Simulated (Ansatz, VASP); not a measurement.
## GaP in VASP and in Ansatz

```
CELL_PARAMETERS angstrom
0.00000 2.55878 2.55878
2.55878 0.00000 2.55878
2.55878 2.55878 0.00000
ATOMIC_POSITIONS crystal
Ga 0.00000 0.00000 0.00000
P 0.50000 0.50000 0.50000
```

Change from the starting cell: volume scaled by 0.975.

Alike in both runs: task single point; functional PBE; k mesh 12 × 12 × 12; occupations fermi-dirac, width 0.05 eV; no spin polarisation.

|  | VASP | Ansatz |
| --- | --- | --- |
| version | VASP 6.6.1 | Ansatz 0.2.0 |
| potentials or method | VASP PAW PBE potentials, release 64 (Ga_d, P), cutoff 520 eV | all-electron LAPW, scalar-relativistic |

|  | VASP | Ansatz | Ansatz less VASP |
| --- | --- | --- | --- |
| pressure (GPa) | 2.4 | 2.4 | -0.06 |

Ansatz ran all-electron here, so the differences hold the error of VASP's frozen core and of both bases.
